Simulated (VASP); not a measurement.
The system is Ti2Si.

```
CELL_PARAMETERS angstrom
0.00000 2.61424 2.61424
2.61424 0.00000 2.61424
2.61424 2.61424 0.00000
ATOMIC_POSITIONS crystal
Ti 0.25000 0.25000 0.25000
Ti 0.75000 0.75000 0.75000
Si 0.00000 0.00000 0.00000
```

The cell was built by a generator and needn't be a form met in nature.

- Program: VASP 6.6.1
- Task: relaxation of cell and atoms
- Functional: PBE
- Potentials or basis: VASP PAW PBE potentials, release 64 (Ti_sv, Si)
- Cutoff: 520 eV
- k mesh: 7 × 7 × 7
- Occupations: gaussian, width 0.15 eV
- Spin: no spin polarisation

At the start: pressure 96.8 GPa; volume 11.91 Å³/atom.

Task: How do energy, volume and symmetry change on relaxing?

Result: Over 9 steps the energy falls by 1274.0 meV/atom and the volume is 17.62 Å³/atom (+47.9 %); space group Fm-3m (No. 225, to 0.05 Å).

Step by step:
```
step  energy change (eV)  largest force (eV/Å)  pressure (GPa)  volume (Å³)
   1              0.0000                0.0000           96.81        35.73
   2             82.7550                0.0000           64.31        87.37
   3            168.2403                0.0000         -140.70       487.07
   4              1.7307                0.0000          -20.40       103.64
   5              1.0732                0.0000          -20.05        99.01
   6              0.3236                0.0000          -20.56        93.07
   7             -0.0437                0.0000          -20.54        90.19
   8             -3.6527                0.0000           12.05        48.38
   9             -3.8220                0.0000            0.45        52.86
```

Final structure:
```yaml
crystal:
  lattice:
    - [0.00000, 2.97872, 2.97872]
    - [2.97872, 0.00000, 2.97872]
    - [2.97872, 2.97872, 0.00000]
  atoms:
    - { symbol: Ti, position: [0.25000, 0.25000, 0.25000] }
    - { symbol: Ti, position: [0.75000, 0.75000, 0.75000] }
    - { symbol: Si, position: [0.00000, 0.00000, 0.00000] }
```

Caveat: the volume moved by over 15 % at a fixed basis, so the end points are rough.
